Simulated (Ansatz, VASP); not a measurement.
## Bi2Te3 (Tellurobismuthite) in VASP and in Ansatz

```
Bi Te
1.0
     2.19063    1.26476   10.10099
    -2.19063    1.26476   10.10099
     0.00000   -2.52952   10.10099
Bi Te
2 3
Direct
  0.39986 0.39986 0.39986
  0.60014 0.60014 0.60014
  0.00000 0.00000 0.00000
  0.20993 0.20993 0.20993
  0.79007 0.79007 0.79007
```

Alike in both runs: functional PBEsol; k mesh 9 × 9 × 9; occupations gaussian, width 0.02 eV; no spin polarisation.

Ansatz relaxed the structure, and its values are those at the end. VASP's run is a single point on that final structure, the one shown.

|  | VASP | Ansatz |
| --- | --- | --- |
| version | VASP 6.6.1 | Ansatz 0.2.0 |
| potentials or method | VASP PAW PBE potentials, release 64 (Bi_d, Te) | scalar-relativistic, plane waves, PAW |
| plane-wave cutoff (eV) | 520 | 420 |
| valence electrons in the cell | 48 | 78 |

```tsv
	VASP	Ansatz	Ansatz less VASP
gap on the k mesh at the Fermi level (eV)	0.20	0.21	+0.011
least direct gap on the mesh (eV)	0.20	0.21	+0.011
pressure (GPa)	0.0	0.0	-0.01
rms of the force components (eV/Å)	0.006	0.002	-0.0037
```

The two sets of potentials don't hold the same shells in valence.

Caveats: the PAW data sets were made with another functional, which shifts forces and pressure a little (VASP); spin-orbit coupling is left out, which as a rule narrows the gap of such compounds by several tenths of an eV; an odd mesh through Γ misses points on the zone boundary, where band edges often lie.
